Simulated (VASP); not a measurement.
# Nb (Pm-3m) in VASP: settings compared, part 2 of 2

VASP 6.6.1. The steps go on from the part before.

## (3) Relaxation of cell and atoms, RPBE

The input, INCAR:

```
SYSTEM = Nb
  ALGO = Normal
  EDIFF = 1E-6
  EDIFFG = -0.01
  ENCUT = 600
  GGA = RP
  IBRION = 2
  ISIF = 3
  ISMEAR = 1
  LASPH = .True.
  LCHARG = .False.
  LREAL = .False.
  LWAVE = .False.
  NELM = 80
  NSW = 60
  PREC = Accurate
  SIGMA = 0.1
```

The input, KPOINTS:

```
k-points
0
Gamma
  10 10 10
  0 0 0
```

The input, POSCAR:

```
Nb
1.0
    2.7196400000      0.0000000000      0.0000000000
    0.0000000000      2.7196400000      0.0000000000
    0.0000000000      0.0000000000      2.7196400000
Nb
1
Direct
    0.5000000000      0.5000000000      0.5000000000
```

Potentials or basis: VASP PAW PBE potentials, release 64 (Nb_sv).

Started as:

```bash
$ cat potpaw_PBE.64/Nb_sv/POTCAR > POTCAR
$ mpirun -np 1 vasp_std > vasp.out
```

OUTCAR:

```text
SYSTEM = Nb
   EDIFF = 1E-6
   EDIFFG = -0.01
   ENCUT = 600
   GGA = RP
   IBRION = 2
   ISIF = 3
   ISMEAR = 1
   LASPH = .True.
   LREAL = .False.
   NELM = 80
   NSW = 60
   PREC = Accurate

 ion  position               nearest neighbor table
   1  0.500  0.500  0.500-

  LATTYP: Found a simple cubic cell.
 ALAT       =     2.7196400000

  Lattice vectors:

 A1 = (   2.7196400000,   0.0000000000,   0.0000000000)
 A2 = (   0.0000000000,   2.7196400000,   0.0000000000)
 A3 = (   0.0000000000,   0.0000000000,   2.7196400000)

Analysis of symmetry for initial positions (statically):
=====================================================================
 Subroutine PRICEL returns:
 Original cell was already a primitive cell.

 Routine SETGRP: Setting up the symmetry group for a
 simple cubic supercell.
[... 257 lines left out ...]
  band No.  band energies     occupation
      1     -45.1457      2.00000
      2     -20.4855      2.00000
      3     -20.4855      2.00000
      4     -20.4855      2.00000
      5       4.0395      2.00000
      6       6.8779      2.00000
      7       6.8780      2.00000
      8      14.5074      0.00000
      9      14.5074      0.00000
     10      14.5074      0.00000
[... 287 lines left out ...]
 k-point    24 :       0.3000    0.1000    0.1000
  band No.  band energies     occupation
      1     -45.0041      2.00000
      2     -21.3520      2.00000
      3     -20.5313      2.00000
      4     -20.5193      2.00000
      5       6.3716      2.00000
      6       7.9032      2.00000
      7       9.1718      2.00004
      8      11.7810      0.00000
      9      12.3180      0.00000
     10      13.9594      0.00000

 [... further k-points ...]

------------------------ aborting loop because EDIFF is reached ----------------------------------------

  FORCE on cell =-STRESS in cart. coord.  units (eV):
  Direction    XX          YY          ZZ          XY          YZ          ZX
  --------------------------------------------------------------------------------------
  -------------------------------------------------------------------------------------
  Total        0.0001284      0.0001284      0.0001284      0.0000000      0.0000000     -0.0000000
  in kB        0.0099843      0.0099843      0.0099843      0.0000000      0.0000000     -0.0000000
  external PRESSURE =       0.0099843 kB  Pullay stress =       0.0000000 kB
[... 16 lines left out ...]
  FREE ENERGIE OF THE ION-ELECTRON SYSTEM (eV)
  ---------------------------------------------------
  free  energy   TOTEN  =        -8.6790754540 eV

  energy  without entropy=       -8.6772981504  energy(sigma->0) =       -8.67848302

 reached required accuracy - stopping structural energy minimisation
```

OSZICAR:

```text
N       E                     dE             d eps       ncg     rms          rms(c)
DAV:   1     0.130820826424E+03    0.13082E+03   -0.82703E+03  1128   0.142E+03
DAV:   2    -0.939889212716E-01   -0.13091E+03   -0.12678E+03  1200   0.467E+02
[... 28 lines left out ...]
DAV:   4    -0.867669154060E+01   -0.24393E-02   -0.32976E-03  1560   0.557E-01    0.237E-01
DAV:   5    -0.867903222778E+01   -0.23407E-02   -0.61625E-03  1680   0.614E-01    0.986E-02
DAV:   6    -0.867907493330E+01   -0.42706E-04   -0.46281E-04  1442   0.229E-01    0.253E-02
DAV:   7    -0.867907389544E+01    0.10379E-05   -0.40938E-05  1520   0.950E-02    0.221E-02
DAV:   8    -0.867907459816E+01   -0.70272E-06   -0.11188E-05  1240   0.545E-02    0.465E-03
DAV:   9    -0.867907545401E+01   -0.85585E-06   -0.16976E-06   996   0.156E-02
   3 F= -.86790755E+01 E0= -.86784830E+01  d E =-.414411E-02
```

CONTCAR:

```text
Nb
   1.00000000000000
     2.7411707770915203    0.0000000000000000    0.0000000000000000
     0.0000000000000000    2.7411707770915203    0.0000000000000000
    -0.0000000000000000   -0.0000000000000000    2.7411707770915203
  Nb
     1
Direct
     0.5000000000000000    0.5000000000000000    0.5000000000000000

  0.00000000E+00  0.00000000E+00  0.00000000E+00
```

It took 12 s on 1 thread of Intel Xeon 6975P-C (Granite Rapids), shared host; peak memory 0.15 GiB.

What came out:

```yaml
Free_energy: -8.6791 eV
Relaxed_volume: 20.60 Å³/atom
Relaxed_cell: a = 2.741 Å, b = 2.741 Å, c = 2.741 Å, α = 90.00°, β = 90.00°, γ = 90.00°
Space_group_after_relaxing_to_0.05_Å: Pm-3m (No. 221)
Energy_gained_by_relaxing: 4.1 meV/atom
Ionic_steps: 3
Pressure_after_relaxing: 0.0 GPa
Band_gap_on_the_k_mesh: none (metal or under the smearing width)
```

Step by step:
| step | energy change (eV) | largest force (eV/Å) | pressure (GPa) | volume (Å³) |
| --- | --- | --- | --- | --- |
| 1 | 0.0000 | 0.0000 | 2.83 | 20.12 |
| 2 | 0.0014 | 0.0000 | -3.05 | 21.17 |
| 3 | -0.0041 | 0.0000 | 0.00 | 20.60 |

Final structure:
```
Nb
1.0
     2.74117    0.00000    0.00000
     0.00000    2.74117    0.00000
     0.00000    0.00000    2.74117
Nb
1
Direct
  0.50000 0.50000 0.50000
```

Caveat: the PAW data sets were made with another functional, which shifts forces and pressure a little.

## (4) Relaxation of cell and atoms, LDA

The input, INCAR:

```
PREC = Accurate
ENCUT = 600
EDIFF = 1E-6
ISMEAR = -1
SIGMA = 0.05
LREAL = F
LASPH = T
NELM = 80
ALGO = Fast
ISIF = 3
LWAVE = F
LCHARG = F
IBRION = 2
NSW = 60
EDIFFG = -0.01
```

The input, KPOINTS:

```
Automatic mesh
0
Gamma
  7 7 7
```

POSCAR is that of step 3.

Potentials or basis: VASP PAW LDA potentials, release 64 (Nb_sv).

Started as:

```bash
$ cat potpaw_LDA.64/Nb_sv/POTCAR > POTCAR
$ mpirun -np 1 vasp_std > vasp.out
```

Wall time 20 s (1 thread of Intel Xeon 6975P-C (Granite Rapids), shared host); peak memory 0.14 GiB.

It converged, with:

* Free energy: -10.3328 eV
* Relaxed volume: 18.91 Å³/atom
* Relaxed cell: a = 2.664 Å, b = 2.664 Å, c = 2.664 Å, α = 90.00°, β = 90.00°, γ = 90.00°
* Space group after relaxing (to 0.05 Å): Pm-3m (No. 221)
* Energy gained by relaxing: 32.5 meV/atom
* Ionic steps: 12
* Pressure after relaxing: 0.0 GPa
* Band gap on the k mesh: none (metal or under the smearing width)

Step by step:
```tsv
step	energy change (eV)	largest force (eV/Å)	pressure (GPa)	volume (Å³)
1	0.0000	0.0000	-8.28	20.12
2	0.0515	0.0000	17.25	17.24
3	-0.0324	0.0000	0.18	18.95
4	-0.0324	0.0000	-0.42	18.98
5	-0.0324	0.0000	-0.50	18.97
6	-0.0324	0.0000	-0.35	18.95
7	-0.0324	0.0000	-0.36	18.95
8	-0.0324	0.0000	-0.37	18.95
9	-0.0324	0.0000	-0.28	18.95
10	-0.0325	0.0000	-0.29	18.94
11	-0.0325	0.0000	-0.17	18.93
12	-0.0325	0.0000	0.00	18.91
```

Final structure:
```cif
data_structure
_symmetry_space_group_name_H-M 'P 1'
_symmetry_Int_Tables_number 1
_cell_length_a 2.6640
_cell_length_b 2.6640
_cell_length_c 2.6640
_cell_angle_alpha 90.000
_cell_angle_beta 90.000
_cell_angle_gamma 90.000
_cell_volume 18.91
loop_
_atom_site_label
_atom_site_type_symbol
_atom_site_fract_x
_atom_site_fract_y
_atom_site_fract_z
_atom_site_occupancy
Nb1 Nb 0.50000 0.50000 0.50000 1
```

Levels at points of the mesh, in eV from the Fermi level:
```
           k point  band 3  band 4  band 5  band 6  band 7  band 8  band 9  band 10
(0.00, 0.00, 0.00)  -29.45  -29.45   -5.52   -2.82   -2.82    5.65    5.65     5.65
```

## (5) Summary

```tsv
level	potentials or basis	k mesh	smearing	gap on the mesh (eV)	pressure (GPa)	relaxed volume (Å³/atom)
PBE	VASP PAW PBE potentials, release 64 (Nb_sv)	10 × 10 × 10	methfessel-paxton 0.1 eV	none	0.0	20.18
RPBE	VASP PAW PBE potentials, release 64 (Nb_sv)	10 × 10 × 10	methfessel-paxton 0.1 eV	none	0.0	20.60
LDA	VASP PAW LDA potentials, release 64 (Nb_sv)	7 × 7 × 7	fermi-dirac 0.05 eV	none	0.0	18.91
```

Alike in all rows: task relaxation of cell and atoms; no spin polarisation; cell relaxed; cutoff (eV) 600.

Caveats: the PAW data sets were made with another functional, which shifts forces and pressure a little (some runs).

Total energies depend on the potentials used, so only differences within one code and one set of settings carry meaning.
